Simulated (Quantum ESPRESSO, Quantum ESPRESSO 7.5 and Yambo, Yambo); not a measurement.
# AgBr (Fm-3m): G0W0 with Yambo, start to end

How does a plane-wave GW calculation on AgBr (Fm-3m) run from the first input to the gap?

Calculated with Quantum ESPRESSO 7.5 and Yambo 5.3.0; PBE and many-body steps on it, plane waves.

The database entry behind the starting cell differs from later determinations by our own check (about 0.6 % short of the room-temperature cell), so it need not match the best structure at ambient conditions.

### 1. Set-up

It takes space group Fm-3m (No. 225, cubic). Conventional cell: a = 5.740 Å, b = 5.740 Å, c = 5.740 Å, α = 90.00°, β = 90.00°, γ = 90.00°. Nearest to Ag lie 6 Br at 2.87 Å. Nearest to Br lie 6 Ag at 2.87 Å. Farther neighbours and most contacts between anions are not listed.

The cell and positions come from the Crystallography Open Database and are kept as given unless a step says otherwise.

### 2. Ground state

This step: Quantum ESPRESSO 7.5; DFT, PBE, plane waves, norm-conserving pseudopotentials.

The ground-state density comes first.

The input, pw.in:

```
&control
  calculation = 'scf'
  prefix = 'x'
  outdir = 'o'
  pseudo_dir = 'pseudo'
/
&system
  ibrav = 0
  nat = 2
  ntyp = 2
  ecutwfc = 74.0
  nbnd = 18
  force_symmorphic = .true.
/
&electrons
  conv_thr = 1e-10
  electron_maxstep = 80
  mixing_beta = 0.5
/
ATOMIC_SPECIES
  Ag 107.87 Ag.upf
  Br 79.904 Br.upf
CELL_PARAMETERS angstrom
  -0.0000000000 2.8701500000 2.8701500000
  2.8701500000 0.0000000000 2.8701500000
  2.8701500000 2.8701500000 0.0000000000
ATOMIC_POSITIONS crystal
  Ag 0.0000000000 0.0000000000 0.0000000000
  Br 0.5000000000 0.5000000000 0.5000000000
K_POINTS automatic
  6 6 6 0 0 0
```

The run is started by

```
> OMP_NUM_THREADS=1 mpirun -n 4 pw.x -nk 4 -in pw.in > pw.out
```

What it wrote:

```text
Program PWSCF v.7.5 starts

     This program is part of the open-source Quantum ESPRESSO suite
     for quantum simulation of materials; please cite
         "P. Giannozzi et al., J. Phys.:Condens. Matter 21 395502 (2009);
         "P. Giannozzi et al., J. Phys.:Condens. Matter 29 465901 (2017);
         "P. Giannozzi et al., J. Chem. Phys. 152 154105 (2020);
     in publications or presentations arising from this work. More details at
     Message from routine setup:
     using ibrav=0 with symmetry is DISCOURAGED, use correct ibrav instead

     G-vector sticks info

     bravais-lattice index     =            0
     lattice parameter (alat)  =       7.6704  a.u.
     unit-cell volume          =     319.1100 (a.u.)^3
     number of atoms/cell      =            2
     number of atomic types    =            2
     number of electrons       =        26.00
     number of Kohn-Sham states=           18
     kinetic-energy cutoff     =      74.0000  Ry
     charge density cutoff     =     296.0000  Ry
     scf convergence threshold =      1.0E-10
     mixing beta               =       0.5000
     number of iterations used =            8  plain     mixing
     Exchange-correlation= PBE
                           (   1   4   3   4   0   0   0)

     celldm(1)=   7.670408  celldm(2)=   0.000000  celldm(3)=   0.000000
     celldm(4)=   0.000000  celldm(5)=   0.000000  celldm(6)=   0.000000

     crystal axes: (cart. coord. in units of alat)
               a(1) = (  -0.000000   0.707107   0.707107 )
               a(2) = (   0.707107   0.000000   0.707107 )
               a(3) = (   0.707107   0.707107   0.000000 )

     reciprocal axes: (cart. coord. in units 2 pi/alat)
               b(1) = ( -0.707107  0.707107  0.707107 )
               b(2) = (  0.707107 -0.707107  0.707107 )
               b(3) = (  0.707107  0.707107 -0.707107 )
     Pseudo is Norm-conserving + core correction, Zval = 19.0
     Generated using ONCVPSP code by D. R. Hamann
     Using radial grid of 1538 points,  6 beta functions with:
     Pseudo is Norm-conserving + core correction, Zval =  7.0
     Generated using ONCVPSP code by D. R. Hamann
     Using radial grid of 1098 points,  6 beta functions with:
     Ag               19.00   107.87000     Ag( 1.00)
     Br                7.00    79.90400     Br( 1.00)

     48 Sym. Ops., with inversion, found

   Cartesian axes

     site n.     atom                  positions (alat units)
         1        Ag     tau(   1) = (   0.0000000   0.0000000   0.0000000  )
         2        Br     tau(   2) = (   0.7071068   0.7071068   0.7071068  )

     number of k points=    16
                       cart. coord. in units 2pi/alat
        k(    1) = (   0.0000000   0.0000000   0.0000000), wk =   0.0092593
        k(    2) = (   0.1178511   0.1178511  -0.1178511), wk =   0.0740741
        k(    3) = (   0.2357023   0.2357023  -0.2357023), wk =   0.0740741
        k(    4) = (  -0.3535534  -0.3535534   0.3535534), wk =   0.0370370
        k(    5) = (   0.2357023   0.0000000  -0.0000000), wk =   0.0555556
        k(    6) = (   0.3535534   0.1178511  -0.1178511), wk =   0.2222222
        k(    7) = (  -0.2357023  -0.4714045   0.4714045), wk =   0.2222222
        k(    8) = (  -0.1178511  -0.3535534   0.3535534), wk =   0.2222222
        k(    9) = (   0.0000000  -0.2357023   0.2357023), wk =   0.1111111
        k(   10) = (   0.4714045   0.0000000  -0.0000000), wk =   0.0555556
     [... 4 further rows ...]
        k(   15) = (  -0.1178511  -0.3535534   0.5892557), wk =   0.2222222
        k(   16) = (  -0.7071068   0.2357023   0.0000000), wk =   0.1111111

     Dense  grid:    27317 G-vectors     FFT dimensions: (  45,  45,  45)

     Initial potential from superposition of free atoms

     starting charge      25.9995, renormalised to      26.0000
     Starting wfcs are   14 randomized atomic wfcs +    4 random wfcs

     per-process dynamical memory:    26.6 Mb

     Self-consistent Calculation

     iteration #  1     ecut=    74.00 Ry     beta= 0.50

     Threshold (ethr) on eigenvalues was too large:
     Diagonalizing with lowered threshold

     total energy              =    -341.54064584 Ry
     estimated scf accuracy    <       0.02648579 Ry

     iteration #  2     ecut=    74.00 Ry     beta= 0.50

     total energy              =    -341.54794794 Ry
     estimated scf accuracy    <       0.00482924 Ry

     iteration #  3     ecut=    74.00 Ry     beta= 0.50

     total energy              =    -341.54882055 Ry
     estimated scf accuracy    <       0.00029824 Ry

     iteration #  4     ecut=    74.00 Ry     beta= 0.50

     total energy              =    -341.54884427 Ry
     estimated scf accuracy    <       0.00002693 Ry

     iteration #  5     ecut=    74.00 Ry     beta= 0.50

     total energy              =    -341.54884675 Ry
     estimated scf accuracy    <       0.00000096 Ry

     iteration #  6     ecut=    74.00 Ry     beta= 0.50

     total energy              =    -341.54884690 Ry
     estimated scf accuracy    <       0.00000004 Ry

     iteration #  7     ecut=    74.00 Ry     beta= 0.50

     total energy              =    -341.54884691 Ry
     estimated scf accuracy    <       0.00000001 Ry

     iteration #  8     ecut=    74.00 Ry     beta= 0.50

     End of self-consistent calculation

          k = 0.0000 0.0000 0.0000 (  3479 PWs)   bands (ev):

   -81.9018 -45.4232 -45.4232 -45.4232  -6.8390   5.4479   5.4479   5.4479
     5.4486   5.4486   6.3128   6.3128   6.3128   8.9169  18.1717  18.1717
    18.1717  19.4245

          k = 0.1179 0.1179-0.1179 (  3443 PWs)   bands (ev):

   -81.9016 -45.4236 -45.4232 -45.4232  -6.7342   4.7831   4.8658   4.8658
     5.5219   5.5219   5.9168   7.0153   7.0153  10.2280  16.3004  17.3998
    17.3998  19.2196

          k = 0.2357 0.2357-0.2357 (  3428 PWs)   bands (ev):

   -81.9016 -45.4244 -45.4233 -45.4233  -6.5099   3.5003   4.2807   4.2807
     5.6752   5.6752   6.0028   7.8728   7.8728  11.7433  14.9050  15.7126
    15.7126  19.5947

          k =-0.3536-0.3536 0.3536 (  3426 PWs)   bands (ev):

     [... further k-points ...]

     highest occupied, lowest unoccupied level (ev):     8.2447    8.9169

!    total energy              =    -341.54884692 Ry
     estimated scf accuracy    <          4.4E-11 Ry

     The total energy is the sum of the following terms:
     one-electron contribution =    -189.21727305 Ry
     hartree contribution      =     104.42304273 Ry
     xc contribution           =     -56.74139494 Ry
     ewald contribution        =    -200.01322165 Ry

     convergence has been achieved in   8 iterations

     XML data file, charge density, pseudopotentials, collected wavefunctions

=------------------------------------------------------------------------------=
   JOB DONE.
=------------------------------------------------------------------------------=
```

Elapsed: 5.3 s, on 4 MPI ranks of Arm Neoverse V1, shared host; peak memory 0.25 GiB; 21 s of CPU time.

This step gave:

```
total energy               : -4647.0088 eV
gap                        : 0.6722 eV
k of the valence top       : 0, 0, -0.5
k of the conduction bottom : 0, 0, 0
least direct gap           : 2.604 eV
```

The gap is indirect, with the least direct gap 1.93 eV higher.

### 3. Bands along the symmetry lines

The cheap functional maps the bands first; the places of the edges decide which points the dearer methods must see.

The input, pw.in:

```
&control
  calculation = 'bands'
  prefix = 'x'
  outdir = 'o'
  pseudo_dir = 'pseudo'
/
&system
  ibrav = 0
  nat = 2
  ntyp = 2
  ecutwfc = 74.0
  nbnd = 19
  force_symmorphic = .true.
/
&electrons
  conv_thr = 1e-9
  electron_maxstep = 80
  diago_full_acc = .true.
  diago_thr_init = 5e-6
/
ATOMIC_SPECIES
  Ag 107.87 Ag.upf
  Br 79.904 Br.upf
CELL_PARAMETERS angstrom
  -0.0000000000 2.8701500000 2.8701500000
  2.8701500000 0.0000000000 2.8701500000
  2.8701500000 2.8701500000 0.0000000000
ATOMIC_POSITIONS crystal
  Ag 0.0000000000 0.0000000000 0.0000000000
  Br 0.5000000000 0.5000000000 0.5000000000
K_POINTS crystal
  50
  0.00000000 0.00000000 0.00000000 1
  0.06250000 0.00000000 0.06250000 1
  0.12500000 0.00000000 0.12500000 1
  0.18750000 0.00000000 0.18750000 1
  0.25000000 0.00000000 0.25000000 1
  0.31250000 0.00000000 0.31250000 1
  0.37500000 0.00000000 0.37500000 1
  0.43750000 0.00000000 0.43750000 1
  0.50000000 0.00000000 0.50000000 1
  0.51562500 0.03125000 0.51562500 1
  0.53125000 0.06250000 0.53125000 1
  0.54687500 0.09375000 0.54687500 1
  0.56250000 0.12500000 0.56250000 1
  0.57812500 0.15625000 0.57812500 1
  0.59375000 0.18750000 0.59375000 1
  0.60937500 0.21875000 0.60937500 1
  0.62500000 0.25000000 0.62500000 1
  0.37500000 0.37500000 0.75000000 1
  0.32812500 0.32812500 0.65625000 1
  0.28125000 0.28125000 0.56250000 1
  0.23437500 0.23437500 0.46875000 1
  0.18750000 0.18750000 0.37500000 1
  0.14062500 0.14062500 0.28125000 1
  0.09375000 0.09375000 0.18750000 1
  0.04687500 0.04687500 0.09375000 1
  0.00000000 0.00000000 0.00000000 1
  0.06250000 0.06250000 0.06250000 1
  0.12500000 0.12500000 0.12500000 1
  0.18750000 0.18750000 0.18750000 1
  0.25000000 0.25000000 0.25000000 1
  0.31250000 0.31250000 0.31250000 1
  0.37500000 0.37500000 0.37500000 1
  0.43750000 0.43750000 0.43750000 1
  0.50000000 0.50000000 0.50000000 1
  0.50000000 0.46875000 0.53125000 1
  0.50000000 0.43750000 0.56250000 1
  0.50000000 0.40625000 0.59375000 1
  0.50000000 0.37500000 0.62500000 1
  0.50000000 0.34375000 0.65625000 1
  0.50000000 0.31250000 0.68750000 1
  0.50000000 0.28125000 0.71875000 1
  0.50000000 0.25000000 0.75000000 1
  0.50000000 0.21875000 0.71875000 1
  0.50000000 0.18750000 0.68750000 1
  0.50000000 0.15625000 0.65625000 1
  0.50000000 0.12500000 0.62500000 1
  0.50000000 0.09375000 0.59375000 1
  0.50000000 0.06250000 0.56250000 1
  0.50000000 0.03125000 0.53125000 1
  0.50000000 0.00000000 0.50000000 1
```

What it wrote:

```text
[banner, memory and clock lines left out]
Program PWSCF v.7.5 starts

     Atomic positions and unit cell read from directory:
     o/x.save/

     Message from routine setup:
     using ibrav=0 with symmetry is DISCOURAGED, use correct ibrav instead

     G-vector sticks info

     bravais-lattice index     =            0
     lattice parameter (alat)  =       7.6704  a.u.
     unit-cell volume          =     319.1100 (a.u.)^3
     number of atoms/cell      =            2
     number of atomic types    =            2
     number of electrons       =        26.00
     number of Kohn-Sham states=           19
     kinetic-energy cutoff     =      74.0000  Ry
     charge density cutoff     =     296.0000  Ry
     Exchange-correlation= PBE
                           (   1   4   3   4   0   0   0)

     celldm(1)=   7.670408  celldm(2)=   0.000000  celldm(3)=   0.000000
     celldm(4)=   0.000000  celldm(5)=   0.000000  celldm(6)=   0.000000

     crystal axes: (cart. coord. in units of alat)
               a(1) = (  -0.000000   0.707107   0.707107 )
               a(2) = (   0.707107   0.000000   0.707107 )
               a(3) = (   0.707107   0.707107   0.000000 )

     reciprocal axes: (cart. coord. in units 2 pi/alat)
               b(1) = ( -0.707107  0.707107  0.707107 )
               b(2) = (  0.707107 -0.707107  0.707107 )
               b(3) = (  0.707107  0.707107 -0.707107 )
     Pseudo is Norm-conserving + core correction, Zval = 19.0
     Generated using ONCVPSP code by D. R. Hamann
     Using radial grid of 1538 points,  6 beta functions with:
     Pseudo is Norm-conserving + core correction, Zval =  7.0
     Generated using ONCVPSP code by D. R. Hamann
     Using radial grid of 1098 points,  6 beta functions with:
     Ag               19.00   107.87000     Ag( 1.00)
     Br                7.00    79.90400     Br( 1.00)

     48 Sym. Ops., with inversion, found

   Cartesian axes

     site n.     atom                  positions (alat units)
         1        Ag     tau(   1) = (   0.0000000   0.0000000   0.0000000  )
         2        Br     tau(   2) = (   0.7071068   0.7071068   0.7071068  )

     number of k points=    50
                       cart. coord. in units 2pi/alat
        k(    1) = (   0.0000000   0.0000000   0.0000000), wk =   0.0400000
        k(    2) = (   0.0000000   0.0883883   0.0000000), wk =   0.0400000
        k(    3) = (   0.0000000   0.1767767   0.0000000), wk =   0.0400000
[...]
[... 38 further rows ...]
        k(   49) = (   0.0441942   0.7071068   0.0000000), wk =   0.0400000
        k(   50) = (   0.0000000   0.7071068   0.0000000), wk =   0.0400000

     Dense  grid:    27317 G-vectors     FFT dimensions: (  45,  45,  45)

     The potential is recalculated from file :
     o/x.save/charge-density

     Starting wfcs are   14 randomized atomic wfcs +    5 random wfcs

     Band Structure Calculation

     End of band structure calculation

          k = 0.0000 0.0000 0.0000 (  3479 PWs)   bands (ev):

   -81.9017 -45.4231 -45.4231 -45.4231  -6.8390   5.4480   5.4480   5.4480
     5.4486   5.4487   6.3128   6.3128   6.3128   8.9169  18.1717  18.1717
    18.1717  19.4246  20.0535

          k = 0.0000 0.0884 0.0000 (  3447 PWs)   bands (ev):

   -81.9015 -45.4231 -45.4231 -45.4231  -6.8182   5.1391   5.4094   5.4094
[...]
17.9992  18.7386  20.0091

          k = 0.0000 0.1768 0.0000 (  3447 PWs)   bands (ev):

[...]
17.7369  17.7369  21.0950

          k =-0.0000 0.2652 0.0000 (  3447 PWs)   bands (ev):

[...]
k = 0.0000 0.4419-0.0000 (  3435 PWs)   bands (ev):

[...]
k =-0.0000 0.5303 0.0000 (  3427 PWs)   bands (ev):

[...]
k = 0.0000 0.6187-0.0000 (  3418 PWs)   bands (ev):

[...]
k = 0.4640 0.4640-0.0000 (  3448 PWs)   bands (ev):

[...]
k = 0.3315 0.3315-0.0000 (  3431 PWs)   bands (ev):

[...]
k = 0.3094 0.7071-0.0000 (  3406 PWs)   bands (ev):

[...]
k = 0.2210 0.7071-0.0000 (  3402 PWs)   bands (ev):

[...]
k = 0.1768 0.7071-0.0000 (  3410 PWs)   bands (ev):

[...]
k = 0.0442 0.7071 0.0000 (  3410 PWs)   bands (ev):

[...]
19.1274  19.3388  23.1095

          k = 0.0000 0.7071 0.0000 (  3378 PWs)   bands (ev):

   -81.9012 -45.4245 -45.4237 -45.4237  -6.3611   3.9649   5.1748   5.4083
     5.4083   5.6096   5.8590   5.8590   5.9605   9.8474  15.3052  17.3135
    19.3004  19.3004  23.1918

     XML data file, pseudopotentials, collected wavefunctions
```

Elapsed: 4.9 s, on 4 MPI ranks; peak memory 0.22 GiB; 19 s of CPU time.

Numbers from this step:

- gap: 0.6721 eV
- k of the valence top: 0.5, 0.5, 0.5
- k of the conduction bottom: 0, 0, 0
- least direct gap: 2.604 eV

The gap is 0.672 eV, as in the run before at this level.

The electronic bands at the labelled points (eV, zero at the top of the highest filled band):

| point | band 10 | band 11 | band 12 | band 13 | band 14 | band 15 | band 16 | band 17 |
| --- | --- | --- | --- | --- | --- | --- | --- | --- |
| Γ | -2.80 | -1.93 | -1.93 | -1.93 | 0.67 | 9.93 | 9.93 | 9.93 |
| halfway | -2.72 | -1.86 | -1.86 | -1.64 | 3.28 | 6.69 | 7.83 | 9.50 |
| X | -2.64 | -2.39 | -2.39 | -2.28 | 1.60 | 7.06 | 9.07 | 11.06 |
| halfway | -2.40 | -2.34 | -2.13 | -1.99 | 2.02 | 7.07 | 8.81 | 10.41 |
| U | -2.44 | -2.22 | -2.02 | -1.21 | 2.97 | 6.84 | 8.24 | 9.19 |
| jump to K | -2.44 | -2.22 | -2.02 | -1.21 | 2.97 | 6.84 | 8.24 | 9.19 |
| halfway | -2.56 | -2.06 | -1.79 | -0.21 | 3.79 | 6.49 | 7.48 | 7.82 |
| Γ | -2.80 | -1.93 | -1.93 | -1.93 | 0.67 | 9.93 | 9.93 | 9.93 |
| halfway | -2.65 | -2.31 | -0.77 | -0.77 | 2.88 | 7.17 | 8.24 | 8.24 |
| L | -2.49 | -2.15 | 0.00 | 0.00 | 3.74 | 6.59 | 6.77 | 6.77 |
| halfway | -2.48 | -2.20 | -1.20 | -0.61 | 4.50 | 5.25 | 7.84 | 7.93 |
| W | -2.37 | -2.29 | -2.29 | -1.53 | 3.79 | 7.15 | 7.68 | 7.68 |
| halfway | -2.39 | -2.38 | -2.33 | -1.77 | 2.46 | 7.16 | 8.58 | 9.12 |
| X | -2.64 | -2.39 | -2.39 | -2.28 | 1.60 | 7.06 | 9.07 | 11.06 |

(Part 1 of 3 ends here.)

[Paths, hosts, dates, memory and timing lines, banners, echoed tables and standing remarks are left out of the program output.]

[Logs are printed without paths, hosts, clocks, repeated set-up lines and the standing remarks that a program may print on its own settings, such as how far it seeks lower states.]

[Runs of the session that timed out or met a known fault of the program may be left out.]

[Hosts, paths, dates, database ids (printed as entryN), source tags and the programs' standing remarks are cut or masked in the printed files.]
